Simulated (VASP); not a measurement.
# RbBr (P4/mmm) in VASP: a series of runs

Runs on RbBr. Level: r2SCAN. Tasks: single point, relaxation of cell and atoms.

Program: VASP 6.6.1. These are calculated values, not measurements. Logs are shortened: lines on timing, memory, paths and dates and some standing lists are left out, and cuts for length are marked.

**1. Starting point**

The structure is tetragonal, space group P4/mmm (No. 123). The conventional cell has a = 4.102 Å, b = 4.102 Å, c = 4.312 Å, α = 90.00°, β = 90.00°, γ = 90.00°. Rb (site symmetry 4/mmm) is surrounded by 8 Br at 3.61 Å and 4 Rb at 4.10 Å. Br (site symmetry 4/mmm) is surrounded by 8 Rb at 3.61 Å and 4 Br at 4.10 Å.

The cell comes from a database or a generator and needn't be the stable form of this composition.

**2. Single point, r2SCAN**

File POSCAR:

```
RbBr
1.0
    4.3117507785      0.0000000000      0.0000000000
    0.0000000000      4.1018105372      0.0000000000
    0.0000000000      0.0000000000      4.1018105372
Rb Br
1 1
Direct
    0.0000000000      0.0000000000      0.0000000000
    0.5000000000      0.5000000000      0.5000000000
```

File INCAR.step1:

```
PREC = Accurate ; ENCUT = 520
ISMEAR = 0 ; SIGMA = 0.02
LREAL = F ; LASPH = T
NELM = 100 ; NBANDS = 15
GGA = PE ; ALGO = Normal
EDIFF = 1E-4 ; LWAVE = T
LCHARG = F
```

File INCAR.step2:

```
PREC = Accurate ; ENCUT = 520
EDIFF = 1E-6 ; ISMEAR = 0
SIGMA = 0.02 ; LREAL = F
LASPH = T ; NELM = 100
ALGO = Normal ; ISIF = 2
LWAVE = F ; LCHARG = F
METAGGA = R2SCAN ; LMIXTAU = T
NBANDS = 15 ; ISTART = 1
```

File KPOINTS:

```
Automatic mesh
0
Gamma
  6 6 6
```

Potentials or basis: VASP PAW PBE potentials, release 64 (Rb_sv, Br).

On the command line:

```console
cat potpaw_PBE.64/Rb_sv/POTCAR potpaw_PBE.64/Br/POTCAR > POTCAR
cp INCAR.step1 INCAR
mpirun -np 1 vasp_std > vasp.out
cp INCAR.step2 INCAR
mpirun -np 1 vasp_std > vasp.out
```

OUTCAR:

```text
PREC = Accurate
   ENCUT = 520
   EDIFF = 1E-6
   ISMEAR = 0
   LREAL = F
   LASPH = T
   NELM = 100
   ISIF = 2
   METAGGA = R2SCAN
   ISTART = 1

 ion  position               nearest neighbor table
   1  0.000  0.000  0.000-   2 3.61   2 3.61   2 3.61   2 3.61   2 3.61   2 3.61   2 3.61   2 3.61

   2  0.500  0.500  0.500-   1 3.61   1 3.61   1 3.61   1 3.61   1 3.61   1 3.61   1 3.61   1 3.61

  LATTYP: Found a simple tetragonal cell.
 ALAT       =     4.1018105372
 C/A-ratio  =     1.0511823351

  Lattice vectors:

 A1 = (   0.0000000000,   4.1018105372,   0.0000000000)
 A2 = (   0.0000000000,   0.0000000000,   4.1018105372)
 A3 = (   4.3117507785,   0.0000000000,   0.0000000000)

Analysis of symmetry for initial positions (statically):
=====================================================================
 Subroutine PRICEL returns:
 Original cell was already a primitive cell.

 Routine SETGRP: Setting up the symmetry group for a
 simple tetragonal supercell.

 Subroutine GETGRP returns: Found 16 space group operations
 (whereof 16 operations were pure point group operations)
 out of a pool of 16 trial point group operations.

The static configuration has the point symmetry D_4h.

Analysis of symmetry for dynamics (positions and initial velocities):
=====================================================================
 Subroutine PRICEL returns:
 Original cell was already a primitive cell.

 Routine SETGRP: Setting up the symmetry group for a
 simple tetragonal supercell.

 Subroutine GETGRP returns: Found 16 space group operations
 (whereof 16 operations were pure point group operations)
 out of a pool of 16 trial point group operations.

The dynamic configuration has the point symmetry D_4h.

 Subroutine INISYM returns: Found 16 space group operations
 (whereof 16 operations are pure point group operations),
 and found     1 'primitive' translations

----------------------------------------------------------------------------------------

                                     Primitive cell

  volume of cell :      72.5446

  direct lattice vectors                    reciprocal lattice vectors
     4.311750779  0.000000000  0.000000000     0.231924351  0.000000000  0.000000000
     0.000000000  4.101810537  0.000000000     0.000000000  0.243794781  0.000000000
     0.000000000  0.000000000  4.101810537     0.000000000  0.000000000  0.243794781

  length of vectors
     4.311750779  4.101810537  4.101810537     0.231924351  0.243794781  0.243794781

  position of ions in fractional coordinates (direct lattice)
     0.000000000  0.000000000  0.000000000
     0.500000000  0.500000000  0.500000000

  ion indices of the primitive-cell ions
   primitive index   ion index
                 1           1
                 2           2

----------------------------------------------------------------------------------------

 KPOINTS: Automatic mesh

Automatic generation of k-mesh.
 Grid dimensions read from file:
 generate k-points for:    6    6    6

 Generating k-lattice:

  Cartesian coordinates                     Fractional coordinates (reciprocal lattice)
     0.038654058  0.000000000  0.000000000     0.166666667  0.000000000  0.000000000
     0.000000000  0.040632463  0.000000000     0.000000000  0.166666667  0.000000000
     0.000000000  0.000000000  0.040632463     0.000000000  0.000000000  0.166666667

  Length of vectors
     0.038654058  0.040632463  0.040632463

  Shift w.r.t. Gamma in fractional coordinates (k-lattice)
     0.000000000  0.000000000  0.000000000

 Subroutine IBZKPT returns following result:
 ===========================================

 Found     40 irreducible k-points:

 Following reciprocal coordinates:
            Coordinates               Weight
  0.000000  0.000000  0.000000      1.000000
  0.166667  0.000000  0.000000      2.000000
  0.333333  0.000000  0.000000      2.000000
  0.500000  0.000000  0.000000      1.000000
  0.000000  0.166667  0.000000      4.000000
  0.166667  0.166667  0.000000      8.000000
[... 16 lines left out ...]
  0.333333  0.333333  0.166667     16.000000
  0.500000  0.333333  0.166667      8.000000
 [... further k-points ...]
   k-points           NKPTS =     40   k-points in BZ     NKDIM =     40   number of bands    NBANDS=     15
   number of dos      NEDOS =    301   number of ions     NIONS =      2
   total plane-waves  NPLWV =  32768
   dimension x,y,z NGX =    32 NGY =   32 NGZ =   32
   dimension x,y,z NGXF=    64 NGYF=   64 NGZF=   64
   ions per type =               1   1
   NGX,Y,Z   is equivalent  to a cutoff of  12.34, 12.97, 12.97 a.u.
   NGXF,Y,Z  is equivalent  to a cutoff of  24.68, 25.94, 25.94 a.u.
 SYSTEM =  unknown system
   PREC   = accura    normal or accurate (medium, high low for compatibility)
   ISTART =      1    job   : 0-new  1-cont  2-samecut
   ICHARG =      0    charge: 1-file 2-atom 10-const
   ISPIN  =      1    spin polarized calculation?
   LNONCOLLINEAR =      F non collinear calculations
   LSORBIT =      F    spin-orbit coupling
   LASPH  =      T    aspherical Exc in radial PAW
   ENCUT  =  520.0 eV  38.22 Ry    6.18 a.u.   8.02  7.63  7.63*2*pi/ulx,y,z
   NELM   =    100;   NELMIN=  2; NELMDL=  0     # of ELM steps
   EDIFF  = 0.1E-05   stopping-criterion for ELM
   LREAL  =      F    real-space projection
   EDIFFG = 0.1E-04   stopping-criterion for IOM
   NSW    =      0    number of steps for IOM
   IBRION =     -1    ionic relax: 0-MD 1-quasi-New 2-CG
   NFREE  =      0    steps in history (QN), initial steepest desc. (CG)
   ISIF   =      2    stress and relaxation
   ISYM   =      2    0-nonsym 1-usesym 2-fastsym
   POTIM  = 0.5000    time-step for ionic-motion
   TEBEG  =    0.0;   TEEND  =   0.0 temperature during run
   PSTRESS=    0.0 pullay stress
   NELECT =      16.0000    total number of electrons
   NUPDOWN=      -1.0000    fix difference up-down
   EMIN   =  10.00;   EMAX   =-10.00  energy-range for DOS
   EFERMI =   0.00;   METHOD = LEGACY
   ISMEAR =     0;   SIGMA  =   0.02  broadening in eV -4-tet -1-fermi 0-gaus
   EFERMI_NEDOS =   21; number of points for ismear=-14 and -15
   IALGO  =     38    algorithm
   IMIX   =      4    mixing-type and parameters
     AMIX     =   0.40;   BMIX     =  1.00
     AMIX_MAG =   1.60;   BMIX_MAG =  1.00
  volume/ion in A,a.u.               =      36.27       244.78
  Fermi-wavevector in a.u.,A,eV,Ry     =   0.989114  1.869155 13.311224  0.978347
  Thomas-Fermi vector in A             =   2.120690
   LORBIT       =      0    0 simple, 1 ext, 2 COOP (PROOUT), +10 PAW based schemes
   METAGGA = R2SCAN    functional components
   LHFCALC =     F    Hartree Fock is set to
   AEXX    =    0.0000 exact exchange contribution
   IVDW    =     0    specifies the selected vdW correction
   LEPSILON=     F    determine dielectric tensor
   LRPA    =     F    only Hartree local field effects (RPA)
 non-spin polarized calculation
 Gauss-broadening in eV      SIGMA  =   0.02
  energy-cutoff  :      520.00
  volume of cell :       72.54
 maximum number of plane-waves:      1978
   NGX = 17   NGY = 15   NGZ = 15

 number of electron      16.0000001 magnetization

 Free energy of the ion-electron system (eV)
  ---------------------------------------------------
  ext. energy  EPLUGINS =         0.00000000
  ---------------------------------------------------
  free energy    TOTEN  =       -31.09616227 eV

  energy without entropy =      -31.09616227  energy(sigma->0) =      -31.09616227

 E-fermi :  -0.9542     XC(G=0):  -8.1800

 val. band max:       -1.1154663795   @ k =   0.5000   0.5000   0.0000
 cond. band min:       3.4876386216   @ k =   0.0000   0.0000   0.0000
 fundamental gap:      4.6031050011
 Fermi energy:        -0.9542104308

 k-point     1 :       0.0000    0.0000    0.0000
  band No.  band energies     occupation
      1     -27.1497      2.00000
      2     -14.1983      2.00000
      3     -10.6072      2.00000
      4     -10.5802      2.00000
      5     -10.5802      2.00000
      6      -1.5042      2.00000
      7      -1.2613      2.00000
      8      -1.2613      2.00000
      9       3.4876      0.00000
     10       4.8774      0.00000
     11       5.0473      0.00000
     12       9.3099      0.00000
     13       9.3099      0.00000
     14       9.7060      0.00000
     15      11.7593      0.00000

 k-point     2 :       0.1667    0.0000    0.0000
  band No.  band energies     occupation
      1     -27.1466      2.00000
      2     -14.2018      2.00000
      3     -10.6185      2.00000
      4     -10.5724      2.00000
      5     -10.5724      2.00000
      6      -1.9028      2.00000
      7      -1.2794      2.00000
      8      -1.2794      2.00000
      9       4.1168      0.00000
     10       5.2353      0.00000
     11       5.3650      0.00000
     12       9.2778      0.00000
     13       9.2778      0.00000
     14       9.8386      0.00000
     15      10.6238      0.00000

 k-point     3 :       0.3333    0.0000    0.0000
  band No.  band energies     occupation
      1     -27.1404      2.00000
      2     -14.2100      2.00000
      3     -10.6368      2.00000
      4     -10.5566      2.00000
      5     -10.5566      2.00000
      6      -2.5388      2.00000
      7      -1.3164      2.00000
      8      -1.3164      2.00000
      9       5.4148      0.00000
     10       5.7446      0.00000
     11       6.4294      0.00000
     12       9.0415      0.00000
     13       9.3636      0.00000
     14       9.3636      0.00000
     15      10.1580      0.00000

 k-point     4 :       0.5000    0.0000    0.0000
  band No.  band energies     occupation
      1     -27.1373      2.00000
      2     -14.2147      2.00000
      3     -10.6437      2.00000
      4     -10.5487      2.00000
      5     -10.5487      2.00000
      6      -2.8081      2.00000
      7      -1.3353      2.00000
      8      -1.3353      2.00000
      9       6.1623      0.00000
     10       6.4225      0.00000
     11       6.7494      0.00000
     12       8.2362      0.00000
     13       9.5701      0.00000
     14       9.5701      0.00000
     15      10.3610      0.00000
[... 307 lines left out ...]
 k-point    22 :       0.1667    0.3333    0.1667
  band No.  band energies     occupation
      1     -27.1255      2.00000
      2     -14.1175      2.00000
      3     -10.7583      2.00000
      4     -10.6217      2.00000
      5     -10.6022      2.00000
      6      -2.3263      2.00000
      7      -1.7492      2.00000
      8      -1.5701      2.00000
      9       5.8262      0.00000
     10       6.3424      0.00000
     11       6.9112      0.00000
     12       8.1272      0.00000
     13       8.2251      0.00000
     14       8.6188      0.00000
     15      10.9842      0.00000

 k-point    23 :       0.3333    0.3333    0.1667
  band No.  band energies     occupation
      1     -27.1200      2.00000
      2     -14.0674      2.00000
      3     -10.7961      2.00000
      4     -10.6997      2.00000
      5     -10.6133      2.00000
      6      -2.2311      2.00000
      7      -2.0979      2.00000
      8      -1.5551      2.00000
      9       5.7608      0.00000
     10       6.6963      0.00000
     11       7.5190      0.00000
     12       7.5625      0.00000
     13       8.3012      0.00000
     14       8.7529      0.00000
     15      11.1313      0.00000

 k-point    24 :       0.5000    0.3333    0.1667
  band No.  band energies     occupation
      1     -27.1172      2.00000
      2     -14.0418      2.00000
      3     -10.8085      2.00000
      4     -10.7550      2.00000
      5     -10.6083      2.00000
      6      -2.3364      2.00000
      7      -2.1103      2.00000
      8      -1.5326      2.00000
      9       5.5508      0.00000
     10       6.6773      0.00000
     11       7.3459      0.00000
     12       7.9176      0.00000
     13       8.7214      0.00000
     14       9.3213      0.00000
     15      10.7556      0.00000

 [... further k-points ...]

------------------------ aborting loop because EDIFF is reached ----------------------------------------

  FORCE on cell =-STRESS in cart. coord.  units (eV):
  Direction    XX          YY          ZZ          XY          YZ          ZX
  --------------------------------------------------------------------------------------
  -------------------------------------------------------------------------------------
  Total       -0.6584499      0.0111569      0.0111569      0.0000000      0.0000000      0.0000000
  in kB      -14.5421444      0.2464041      0.2464041      0.0000000      0.0000000      0.0000000
  external PRESSURE =      -4.6831121 kB  Pullay stress =       0.0000000 kB

 VOLUME and BASIS-vectors are now :
 -----------------------------------------------------------------------------
  energy-cutoff  :      520.00
  volume of cell :       72.54
      direct lattice vectors                 reciprocal lattice vectors
     4.311750779  0.000000000  0.000000000     0.231924351  0.000000000  0.000000000
     0.000000000  4.101810537  0.000000000     0.000000000  0.243794781  0.000000000
     0.000000000  0.000000000  4.101810537     0.000000000  0.000000000  0.243794781

 POSITION                                       TOTAL-FORCE (eV/Angst)
 -----------------------------------------------------------------------------------
      0.00000      0.00000      0.00000         0.000000      0.000000      0.000000
      2.15588      2.05091      2.05091         0.000000      0.000000      0.000000
 -----------------------------------------------------------------------------------
    total drift:                                0.000000      0.000000     -0.000000

  FREE ENERGIE OF THE ION-ELECTRON SYSTEM (eV)
  ---------------------------------------------------
  free  energy   TOTEN  =       -31.0961622685 eV

  energy  without entropy=      -31.0961622685  energy(sigma->0) =      -31.09616227
```

It took 82 s on 1 thread of Intel Xeon Platinum 8559C (Emerald Rapids), shared host; peak memory 0.21 GiB.

Results:

| Quantity | Value |
| --- | --- |
| Free energy | -31.0962 eV |
| Pressure | -0.5 GPa |
| Band gap on the k mesh | 4.60 eV, indirect (least direct gap 4.75 eV) |

Caveat: the PAW data sets were made with another functional, which shifts forces and pressure a little.

**3. Single point, r2SCAN**

This run uses another cell than the first one, of 34.44 Å³/atom, 0.950 times its volume.

File POSCAR:

```
RbBr
1.0
    4.0022949810      0.0000000000      0.0000000000
    0.0000000000      4.1487637851      0.0000000000
    0.0000000000      0.0000000000      4.1487637851
Rb Br
1 1
Direct
    0.0000000000      0.0000000000      0.0000000000
    0.5000000000      0.5000000000      0.5000000000
```

File INCAR.step1:

```
SYSTEM = RbBr
PREC = Accurate ; ENCUT = 520
ISMEAR = 0 ; SIGMA = 0.02
LREAL = .FALSE. ; LASPH = .TRUE.
NELM = 100 ; NBANDS = 15
GGA = PE ; ALGO = Normal
EDIFF = 1E-4 ; LWAVE = .TRUE.
LCHARG = .FALSE.
```

File INCAR.step2:

```
SYSTEM = RbBr
PREC = Accurate ; ENCUT = 520
EDIFF = 1E-6 ; ISMEAR = 0
SIGMA = 0.02 ; LREAL = .FALSE.
LASPH = .TRUE. ; NELM = 100
ALGO = Normal ; ISIF = 2
LWAVE = .FALSE. ; LCHARG = .TRUE.
METAGGA = R2SCAN ; LMIXTAU = .TRUE.
LELF = .TRUE. ; LVHAR = .TRUE.
NBANDS = 15 ; ISTART = 1
```

File KPOINTS:

```
regular mesh
0
G
  6 6 6
  0 0 0
```

Potentials or basis: VASP PAW PBE potentials, release 64 (Rb_sv, Br).

On the command line:

```console
cat potpaw_PBE.64/Rb_sv/POTCAR potpaw_PBE.64/Br/POTCAR > POTCAR
cp INCAR.step1 INCAR
mpirun -np 1 vasp_std > vasp.out
cp INCAR.step2 INCAR
mpirun -np 1 vasp_std > vasp.out
```

Run time: 2 min. Hardware: 1 thread of Intel Xeon Platinum 8559C (Emerald Rapids), shared host; peak memory 0.19 GiB.

Results (log left out):

```yaml
Free_energy: -31.1026 eV
Pressure: 0.4 GPa
Band_gap_on_the_k_mesh: 4.77 eV, indirect (least direct gap 4.91 eV)
```

Stress tensor (GPa, compression positive):
```
1.17 0.00 0.00
0.00 0.03 0.00
0.00 0.00 0.03
```

Levels at points of the mesh, in eV from the valence-band top:
| k point | band 5 | band 6 | band 7 | band 8 | band 9 | band 10 | band 11 | band 12 |
| --- | --- | --- | --- | --- | --- | --- | --- | --- |
| (0.00, 0.00, 0.00) | -9.40 | -0.33 | -0.33 | -0.14 | 4.77 | 5.89 | 6.06 | 10.44 |
| (0.50, 0.00, 0.00) | -9.37 | -1.89 | -0.39 | -0.39 | 7.40 | 7.83 | 8.50 | 9.20 |
| (0.00, 0.50, 0.00) | -9.36 | -1.87 | -0.44 | -0.21 | 7.29 | 7.76 | 8.29 | 9.29 |
| (0.50, 0.50, 0.00) | -9.34 | -1.25 | -1.16 | -0.17 | 5.84 | 6.71 | 8.38 | 8.51 |
| (0.00, 0.50, 0.50) | -9.33 | -1.20 | -1.20 | 0.00 | 5.77 | 7.01 | 8.81 | 8.81 |
| (0.50, 0.50, 0.50) | -9.63 | -1.55 | -1.48 | -1.48 | 8.77 | 8.77 | 8.96 | 10.00 |

Caveat: the PAW data sets were made with another functional, which shifts forces and pressure a little.

(Part 1 of 2 ends here.)
